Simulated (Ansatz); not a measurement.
**KI: band gap under strain**

How does strain move the band edges of KI (rocksalt), and do the functionals agree on it? States: -2.1 % shear in the xy plane; -3.0 % biaxial strain in x and y, free along z; +5.0 % biaxial strain in the (111) plane, free along [111].

Code: Ansatz 0.2.0. PAW datasets, plane waves. Calculated at 0 K for a non-magnetic cell.

## 1. The structure to begin with

The unstrained cell was relaxed with r2SCAN; in each strained cell the atoms were relaxed again with r2SCAN. Names of k-points are those of the unstrained zone, where strain can split equivalent points. First state: -2.1 % shear in the xy plane.

It is orthorhombic, Immm (No. 71); a = 4.959 Å, b = 5.065 Å, c = 7.089 Å in the conventional setting, 44.52 Å³ an atom. Near K stand 6 I at 3.54 Å; near I stand 6 K at 3.54 Å.

As a file:

```cif
data_structure
_symmetry_space_group_name_H-M 'Immm'
_symmetry_Int_Tables_number 71
_cell_length_a 4.9595
_cell_length_b 5.0653
_cell_length_c 7.0886
_cell_angle_alpha 90.000
_cell_angle_beta 90.000
_cell_angle_gamma 90.000
_cell_volume 178.07
loop_
_atom_site_label
_atom_site_type_symbol
_atom_site_symmetry_multiplicity
_atom_site_Wyckoff_symbol
_atom_site_fract_x
_atom_site_fract_y
_atom_site_fract_z
_atom_site_occupancy
K1 K 2 a 0.00000 0.00000 0.00000 1
I1 I 2 c 0.00000 0.00000 0.50000 1
```

## 2. -2.1 % shear in the xy plane: PBE

input.yaml

```yaml
crystal:
  lattice:
    - [-0.0373921993, 3.544284298, 3.544284298]
    - [3.544284298, -0.0373921993, 3.544284298]
    - [3.5068920986, 3.5068920986, 0.0]
  atoms:
    - { symbol: K, position: [0.0, 0.0, 0.0] }
    - { symbol: I, position: [0.5, 0.5, 0.5] }
kpoints:
  mp_grid: { grid: [6, 6, 6] }
  band_path:
    path:
      - [0.0, 0.0, 0.0]
      - [0.5, 0.0, 0.5]
      - [0.625, 0.25, 0.625]
      - [0.375, 0.375, 0.75]
      - [0.5, 0.5, 0.5]
      - [0.5, 0.25, 0.75]
    npoints: 1
hamiltonian:
  xc: pbe
scf:
  occupations: { method: fermi_dirac, width: 0.02 }
  n_extra_bands: 4
output:
  forces: true
  stress: true
  eigenvalues: true
```

Further steps of the session: -2.1 % shear in the xy plane: r2SCAN; -2.1 % shear in the xy plane: HSE06; -3.0 % biaxial strain in x and y, free along z: PBE; -3.0 % biaxial strain in x and y, free along z: r2SCAN; -3.0 % biaxial strain in x and y, free along z: HSE06; +5.0 % biaxial strain in the (111) plane, free along [111]: PBE; +5.0 % biaxial strain in the (111) plane, free along [111]: r2SCAN; +5.0 % biaxial strain in the (111) plane, free along [111]: HSE06.

Before running it: what results should come out?

As calculated:

Least gap in eV (negative: overlap):

| state | PBE | r2SCAN | HSE06 |
| --- | --- | --- | --- |
| -2.1 % shear in the xy plane | 3.92 | 4.56 | 4.91 |
| -3.0 % biaxial strain in x and y, free along z | 4.06 | 4.71 | 5.07 |
| +5.0 % biaxial strain in the (111) plane, free along [111] | 3.66 | 4.28 | 4.64 |

In words: Where both were run, the HSE06 gap lies +0.98 to +1.01 eV from PBE's, each on its own k points. In PBE the gap is least under +5.0 % biaxial strain in the (111) plane, free along [111] (3.66 eV) and largest under -3.0 % biaxial strain in x and y, free along z (4.06 eV). Spin-orbit coupling is left out of the table, though the cell holds I (Z = 53); in an element this heavy it can shift bands and gaps by tenths of an eV.
